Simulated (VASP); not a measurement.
# Na (I4/mmm) in VASP: single point with r2SCAN

Aim: the single point of Na with r2SCAN.

Program: VASP 6.6.1. These are calculated values, not measurements. Logs are shortened: lines on timing, memory, paths and dates and some standing lists are left out, and cuts for length are marked.

## 1. The crystal as given

Symmetry: I4/mmm, No. 139, tetragonal system. Conventional cell: a = 3.777 Å, b = 3.777 Å, c = 5.275 Å, α = 90.00°, β = 90.00°, γ = 90.00°. Na (site symmetry 4/mmm) has 12 Na at 3.75 to 3.78 Å as nearest neighbours.

This isn't the form of Na at room conditions, which is bcc.

## 2. Single point, r2SCAN

Contents of POSCAR:

```
Na
1.0
   -1.8882910800      1.8882910800      2.6372766800
    1.8882910800     -1.8882910800      2.6372766800
    1.8882910800      1.8882910800     -2.6372766800
Na
1
Direct
    0.0000000000      0.0000000000      0.0000000000
```

Contents of INCAR.step1:

```
  PREC = Accurate
  ENCUT = 520
  ISMEAR = 0
  SIGMA = 0.1
  LREAL = False
  LASPH = True
  NELM = 100
  NBANDS = 10
  GGA = PE
  ALGO = Normal
  EDIFF = 1E-4
  LWAVE = True
  LCHARG = False
```

Contents of INCAR.step2:

```
  PREC = Accurate
  ENCUT = 520
  EDIFF = 1E-6
  ISMEAR = 0
  SIGMA = 0.1
  LREAL = False
  LASPH = True
  NELM = 100
  ALGO = Normal
  ISIF = 2
  LWAVE = False
  LCHARG = True
  METAGGA = R2SCAN
  LMIXTAU = True
  LELF = True
  LVHAR = True
  NBANDS = 10
  ISTART = 1
```

Contents of KPOINTS:

```
Automatic mesh
0
Gamma
  6 6 6
```

Potentials or basis: VASP PAW PBE potentials, release 64 (Na_pv).

Run with:

```
> cat potpaw_PBE.64/Na_pv/POTCAR > POTCAR
> cp INCAR.step1 INCAR
> mpirun -np 1 vasp_std > vasp.out
> cp INCAR.step2 INCAR
> mpirun -np 1 vasp_std > vasp.out
```

OUTCAR:

```text
PREC = Accurate
   ENCUT = 520
   EDIFF = 1E-6
   ISMEAR = 0
   LREAL = False
   LASPH = True
   NELM = 100
   ISIF = 2
   METAGGA = R2SCAN
   ISTART = 1

 ion  position               nearest neighbor table
   1  0.000  0.000  0.000-

  LATTYP: Found a body centered tetragonal cell.
 ALAT       =     3.7765821600
 C/A-ratio  =     1.3966473220

  Lattice vectors:

 A1 = (  -1.8882910800,   1.8882910800,   2.6372766800)
 A2 = (   1.8882910800,  -1.8882910800,   2.6372766800)
 A3 = (   1.8882910800,   1.8882910800,  -2.6372766800)

Analysis of symmetry for initial positions (statically):
=====================================================================
 Subroutine PRICEL returns:
 Original cell was already a primitive cell.

 Routine SETGRP: Setting up the symmetry group for a
 body centered tetragonal supercell.

 Subroutine GETGRP returns: Found 16 space group operations
 (whereof 16 operations were pure point group operations)
 out of a pool of 16 trial point group operations.

The static configuration has the point symmetry D_4h.

Analysis of symmetry for dynamics (positions and initial velocities):
=====================================================================
 Subroutine PRICEL returns:
 Original cell was already a primitive cell.

 Routine SETGRP: Setting up the symmetry group for a
 body centered tetragonal supercell.

 Subroutine GETGRP returns: Found 16 space group operations
 (whereof 16 operations were pure point group operations)
 out of a pool of 16 trial point group operations.

The dynamic configuration has the point symmetry D_4h.

 Subroutine INISYM returns: Found 16 space group operations
 (whereof 16 operations are pure point group operations),
 and found     1 'primitive' translations

----------------------------------------------------------------------------------------

                                     Primitive cell

  volume of cell :      37.6144

  direct lattice vectors                    reciprocal lattice vectors
    -1.888291080  1.888291080  2.637276680     0.000000000  0.264789685  0.189589512
     1.888291080 -1.888291080  2.637276680     0.264789685  0.000000000  0.189589512
     1.888291080  1.888291080 -2.637276680     0.264789685  0.264789685  0.000000000

  length of vectors
     3.753200593  3.753200593  3.753200593     0.325665105  0.325665105  0.374469164

  position of ions in fractional coordinates (direct lattice)
     0.000000000  0.000000000  0.000000000

  ion indices of the primitive-cell ions
   primitive index   ion index
                 1           1

----------------------------------------------------------------------------------------

 KPOINTS: Automatic mesh

Automatic generation of k-mesh.
 Grid dimensions read from file:
 generate k-points for:    6    6    6

 Generating k-lattice:

  Cartesian coordinates                     Fractional coordinates (reciprocal lattice)
     0.000000000  0.044131614  0.031598252     0.166666667  0.000000000 -0.000000000
     0.044131614  0.000000000  0.031598252     0.000000000  0.166666667 -0.000000000
     0.044131614  0.044131614  0.000000000     0.000000000  0.000000000  0.166666667

  Length of vectors
     0.054277517  0.054277517  0.062411527

  Shift w.r.t. Gamma in fractional coordinates (k-lattice)
     0.000000000  0.000000000  0.000000000

 Subroutine IBZKPT returns following result:
 ===========================================

 Found     30 irreducible k-points:

 Following reciprocal coordinates:
            Coordinates               Weight
  0.000000  0.000000  0.000000      1.000000
  0.166667 -0.000000  0.000000      8.000000
  0.333333 -0.000000  0.000000      8.000000
  0.500000 -0.000000  0.000000      4.000000
  0.166667  0.166667  0.000000      8.000000
  0.333333  0.166667  0.000000     16.000000
[... 16 lines left out ...]
 -0.333333 -0.333333  0.166667      8.000000
 -0.166667 -0.333333  0.166667      8.000000
 [... further k-points ...]
   k-points           NKPTS =     30   k-points in BZ     NKDIM =     30   number of bands    NBANDS=     10
   number of dos      NEDOS =    301   number of ions     NIONS =      1
   total plane-waves  NPLWV =  21952
   dimension x,y,z NGX =    28 NGY =   28 NGZ =   28
   dimension x,y,z NGXF=    56 NGYF=   56 NGZF=   56
   ions per type =               1
   NGX,Y,Z   is equivalent  to a cutoff of  12.40, 12.40, 12.40 a.u.
   NGXF,Y,Z  is equivalent  to a cutoff of  24.80, 24.80, 24.80 a.u.
 SYSTEM =  unknown system
   PREC   = accura    normal or accurate (medium, high low for compatibility)
   ISTART =      1    job   : 0-new  1-cont  2-samecut
   ICHARG =      0    charge: 1-file 2-atom 10-const
   ISPIN  =      1    spin polarized calculation?
   LNONCOLLINEAR =      F non collinear calculations
   LSORBIT =      F    spin-orbit coupling
   LASPH  =      T    aspherical Exc in radial PAW
   ENCUT  =  520.0 eV  38.22 Ry    6.18 a.u.   6.98  6.98  6.98*2*pi/ulx,y,z
   NELM   =    100;   NELMIN=  2; NELMDL=  0     # of ELM steps
   EDIFF  = 0.1E-05   stopping-criterion for ELM
   LREAL  =      F    real-space projection
   EDIFFG = 0.1E-04   stopping-criterion for IOM
   NSW    =      0    number of steps for IOM
   IBRION =     -1    ionic relax: 0-MD 1-quasi-New 2-CG
   NFREE  =      0    steps in history (QN), initial steepest desc. (CG)
   ISIF   =      2    stress and relaxation
   ISYM   =      2    0-nonsym 1-usesym 2-fastsym
   POTIM  = 0.5000    time-step for ionic-motion
   TEBEG  =    0.0;   TEEND  =   0.0 temperature during run
   PSTRESS=    0.0 pullay stress
   NELECT =       7.0000    total number of electrons
   NUPDOWN=      -1.0000    fix difference up-down
   EMIN   =  10.00;   EMAX   =-10.00  energy-range for DOS
   EFERMI =   0.00;   METHOD = LEGACY
   ISMEAR =     0;   SIGMA  =   0.10  broadening in eV -4-tet -1-fermi 0-gaus
   EFERMI_NEDOS =   21; number of points for ismear=-14 and -15
   IALGO  =     38    algorithm
   IMIX   =      4    mixing-type and parameters
     AMIX     =   0.40;   BMIX     =  1.00
     AMIX_MAG =   1.60;   BMIX_MAG =  1.00
  volume/ion in A,a.u.               =      37.61       253.83
  Fermi-wavevector in a.u.,A,eV,Ry     =   0.934666  1.766262 11.886050  0.873600
  Thomas-Fermi vector in A             =   2.061494
   LORBIT       =      0    0 simple, 1 ext, 2 COOP (PROOUT), +10 PAW based schemes
   METAGGA = R2SCAN    functional components
   LHFCALC =     F    Hartree Fock is set to
   AEXX    =    0.0000 exact exchange contribution
   IVDW    =     0    specifies the selected vdW correction
   LEPSILON=     F    determine dielectric tensor
   LRPA    =     F    only Hartree local field effects (RPA)
 non-spin polarized calculation
 Gauss-broadening in eV      SIGMA  =   0.10
  energy-cutoff  :      520.00
  volume of cell :       37.61
 maximum number of plane-waves:      1026
   NGX = 13   NGY = 13   NGZ = 13

 number of electron       6.9999993 magnetization

 Free energy of the ion-electron system (eV)
  ---------------------------------------------------
  ext. energy  EPLUGINS =         0.00000000
  ---------------------------------------------------
  free energy    TOTEN  =        -3.54266954 eV

  energy without entropy =       -3.53843365  energy(sigma->0) =       -3.54055160

 E-fermi :   0.0770     XC(G=0):  -6.8780

 val. band max:        0.0515272344   @ k =  -0.3333  -0.3333   0.1667
 cond. band min:       0.5906591407   @ k =   0.5000   0.1667   0.0000
 fundamental gap:      0.5391319063
 Fermi energy:         0.0770379354

 k-point     1 :       0.0000    0.0000    0.0000
  band No.  band energies     occupation
      1     -25.7139      2.00000
      2     -25.7134      2.00000
      3     -25.7132      2.00000
      4      -3.1530      2.00000
      5      11.9707      0.00000
      6      11.9710      0.00000
      7      12.0220      0.00000
      8      13.2634      0.00000
      9      14.0287      0.00000
     10      14.0301      0.00000

 k-point     2 :       0.1667   -0.0000    0.0000
  band No.  band energies     occupation
      1     -25.7219      2.00000
      2     -25.7148      2.00000
      3     -25.7145      2.00000
      4      -2.6652      2.00000
      5       8.2271      0.00000
      6      11.4201      0.00000
      7      11.5004      0.00000
      8      12.9507      0.00000
      9      14.6352      0.00000
     10      14.8146      0.00000

 k-point     3 :       0.3333   -0.0000    0.0000
  band No.  band energies     occupation
      1     -25.7389      2.00000
      2     -25.7170      2.00000
      3     -25.7170      2.00000
      4      -1.2291      2.00000
      5       4.3283      0.00000
      6      10.9622      0.00000
      7      11.1038      0.00000
      8      12.3288      0.00000
      9      13.0441      0.00000
     10      13.2851      0.00000

 k-point     4 :       0.5000   -0.0000    0.0000
  band No.  band energies     occupation
      1     -25.7473      2.00000
      2     -25.7182      2.00000
      3     -25.7181      2.00000
      4       0.8039      0.00000
      5       1.4658      0.00000
      6      10.8919      0.00000
      7      11.0727      0.00000
      8      12.2051      0.00000
      9      12.3552      0.00000
     10      12.6091      0.00000

 k-point     5 :       0.1667    0.1667    0.0000
  band No.  band energies     occupation
      1     -25.7303      2.00000
      2     -25.7199      2.00000
      3     -25.7155      2.00000
      4      -1.8569      2.00000
      5       6.7547      0.00000
      6       7.8987      0.00000
      7      12.2358      0.00000
      8      13.2473      0.00000
      9      13.3792      0.00000
     10      14.8297      0.00000

 k-point     6 :       0.3333    0.1667    0.0000
  band No.  band energies     occupation
      1     -25.7412      2.00000
      2     -25.7241      2.00000
      3     -25.7182      2.00000
      4      -0.1314      1.99680
      5       3.5446      0.00000
      6       7.2259      0.00000
      7      10.5260      0.00000
      8      11.6397      0.00000
      9      13.9605      0.00000
     10      15.1585      0.00000
[... 183 lines left out ...]
 k-point    21 :      -0.3333    0.5000    0.1667
  band No.  band energies     occupation
      1     -25.7397      2.00000
      2     -25.7314      2.00000
      3     -25.7228      2.00000
      4       1.9854      0.00000
      5       2.6400      0.00000
      6       5.5710      0.00000
      7       6.9742      0.00000
      8      13.1796      0.00000
      9      13.2867      0.00000
     10      16.6219      0.00000

 k-point    22 :      -0.1667    0.5000    0.1667
  band No.  band energies     occupation
      1     -25.7440      2.00000
      2     -25.7230      2.00000
      3     -25.7202      2.00000
      4       0.6345      0.00000
      5       2.5274      0.00000
      6       7.9620      0.00000
      7       9.4673      0.00000
      8      10.5654      0.00000
      9      14.6215      0.00000
     10      15.7074      0.00000

 k-point    23 :      -0.3333   -0.3333    0.1667
  band No.  band energies     occupation
      1     -25.7390      2.00000
      2     -25.7272      2.00000
      3     -25.7210      2.00000
      4       0.0515      1.28173
      5       4.9689      0.00000
      6       5.8992      0.00000
      7       7.9583      0.00000
      8      12.0688      0.00000
      9      13.9071      0.00000
     10      14.5869      0.00000

 k-point    24 :      -0.1667   -0.3333    0.1667
  band No.  band energies     occupation
      1     -25.7344      2.00000
      2     -25.7194      2.00000
      3     -25.7193      2.00000
      4      -1.3648      2.00000
      5       5.8513      0.00000
      6       9.1400      0.00000
      7       9.3611      0.00000
      8      10.6407      0.00000
      9      13.8268      0.00000
     10      16.0087      0.00000

 [... further k-points ...]
[... 5 lines left out ...]
  --------------------------------------------------------------------------------------
  -------------------------------------------------------------------------------------
  Total        0.0218038      0.0218038     -0.0202477      0.0000000      0.0000000      0.0000000
  in kB        0.9287306      0.9287306     -0.8624480      0.0000000      0.0000000      0.0000000
  external PRESSURE =       0.3316711 kB  Pullay stress =       0.0000000 kB

 VOLUME and BASIS-vectors are now :
 -----------------------------------------------------------------------------
  energy-cutoff  :      520.00
  volume of cell :       37.61
      direct lattice vectors                 reciprocal lattice vectors
    -1.888291080  1.888291080  2.637276680     0.000000000  0.264789685  0.189589512
     1.888291080 -1.888291080  2.637276680     0.264789685  0.000000000  0.189589512
     1.888291080  1.888291080 -2.637276680     0.264789685  0.264789685  0.000000000

 POSITION                                       TOTAL-FORCE (eV/Angst)
 -----------------------------------------------------------------------------------
      0.00000      0.00000      0.00000        -0.000000     -0.000000      0.000000
 -----------------------------------------------------------------------------------
    total drift:                               -0.000000     -0.000000      0.000000

  FREE ENERGIE OF THE ION-ELECTRON SYSTEM (eV)
  ---------------------------------------------------
  free  energy   TOTEN  =        -3.5426695410 eV

  energy  without entropy=       -3.5384336509  energy(sigma->0) =       -3.54055160
```

It took 29 s on 1 thread of Intel Xeon Platinum 8488C (Sapphire Rapids), shared host; peak memory 0.15 GiB.

What came out:

| Property | Result |
| --- | --- |
| Free energy | -3.5427 eV |
| Pressure | 0.0 GPa |
| Band gap on the k mesh | none (metal or under the smearing width) |

Caveat: the k mesh is coarse (spacing up to 0.39 Å⁻¹), so the values aren't converged; the PAW data sets were made with another functional, which shifts forces and pressure a little.
